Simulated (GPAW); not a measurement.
Set up this calculation in GPAW 26.7.0, as an ASE script.

```
Task                : single point
Functional          : LDA
Potentials or basis : the program's PAW data sets (release 1.2.1) made for this functional
Cutoff              : 500 eV
Basis               : pw
k mesh              : 6 × 6 × 6
Occupations         : fermi-dirac, width 0.05 eV
Spin                : no spin polarisation
Maxiter             : 120
Convergence         : default
```

The structure of Sb lies in Sb.cif:

```cif
data_Sb
_cell_length_a 4.30840000
_cell_length_b 4.30840000
_cell_length_c 11.27400000
_cell_angle_alpha 90.00000000
_cell_angle_beta 90.00000000
_cell_angle_gamma 120.00000000
_space_group_name_H-M_alt 'R-3m'
_space_group_name_Hall '-R 3 2"'
_space_group_IT_number 166
loop_
_space_group_symop_operation_xyz
'x,y,z'
'-x,-y,-z'
'-y,x-y,z'
'y,-x+y,-z'
'-x+y,-x,z'
'x-y,x,-z'
'y,x,-z'
'-y,-x,z'
'x-y,-y,-z'
'-x+y,y,z'
'-x,-x+y,-z'
'x,x-y,z'
'x+2/3,y+1/3,z+1/3'
'-x+2/3,-y+1/3,-z+1/3'
'-y+2/3,x-y+1/3,z+1/3'
'y+2/3,-x+y+1/3,-z+1/3'
'-x+y+2/3,-x+1/3,z+1/3'
'x-y+2/3,x+1/3,-z+1/3'
'y+2/3,x+1/3,-z+1/3'
'-y+2/3,-x+1/3,z+1/3'
'x-y+2/3,-y+1/3,-z+1/3'
'-x+y+2/3,y+1/3,z+1/3'
'-x+2/3,-x+y+1/3,-z+1/3'
'x+2/3,x-y+1/3,z+1/3'
'x+1/3,y+2/3,z+2/3'
'-x+1/3,-y+2/3,-z+2/3'
'-y+1/3,x-y+2/3,z+2/3'
'y+1/3,-x+y+2/3,-z+2/3'
'-x+y+1/3,-x+2/3,z+2/3'
'x-y+1/3,x+2/3,-z+2/3'
'y+1/3,x+2/3,-z+2/3'
'-y+1/3,-x+2/3,z+2/3'
'x-y+1/3,-y+2/3,-z+2/3'
'-x+y+1/3,y+2/3,z+2/3'
'-x+1/3,-x+y+2/3,-z+2/3'
'x+1/3,x-y+2/3,z+2/3'
loop_
_atom_site_label
_atom_site_type_symbol
_atom_site_symmetry_multiplicity
_atom_site_Wyckoff_symbol
_atom_site_fract_x
_atom_site_fract_y
_atom_site_fract_z
_atom_site_occupancy
Sb1 Sb 6 c 0.0000000000 0.0000000000 0.7665100000 1
```

These files were run (other wordings do the same):

run.py

```python
import spglib
from ase import Atoms
from ase.dft.bandgap import bandgap
from ase.io import read, write
from ase.units import GPa
from gpaw import GPAW, PW

atoms = read('Sb.cif')
cell, positions, numbers = spglib.find_primitive(
    (atoms.cell[:], atoms.get_scaled_positions(), atoms.numbers), symprec=1e-4)
atoms = Atoms(numbers, cell=cell, scaled_positions=positions, pbc=True)

calc = GPAW(mode=PW(500),
            xc='LDA',
            kpts={'size': (6, 6, 6), 'gamma': True},
            occupations={'name': 'fermi-dirac', 'width': 0.05},
            nbands=25,
            maxiter=120,
            txt='gpaw.txt')
atoms.calc = calc
energy = atoms.get_potential_energy()
forces = atoms.get_forces()
stress = atoms.get_stress()
calc.write('gs.gpw')
write('result.traj', atoms)
print(f'Energy: {energy:.6f} eV')
print('Forces (eV/A):')
print(forces.round(4))
print('Stress (GPa):', (stress / GPa).round(3))
print('Fermi level:', round(calc.get_fermi_level(), 4), 'eV')
print(f'Gap: {bandgap(calc)[0]:.4f} eV, direct: {bandgap(calc, direct=True)[0]:.4f} eV')
```

Potentials or basis: the program's PAW data sets (release 1.2.1) made for this functional, pw.

Command:

```console
$ OMP_NUM_THREADS=1 python run.py
```

It gave:

```yaml
Pressure: -2.0 GPa
Largest_force: 0.101 eV/Å
Band_gap_on_the_k_mesh: none (metal or under the smearing width)
```

Caveat: the cutoff is short for stress and forces, so pressures can be off by a GPa or more.

Run time: 17 s on 1 thread of Arm Neoverse V2, with other jobs on the host, peak memory 0.16 GiB.
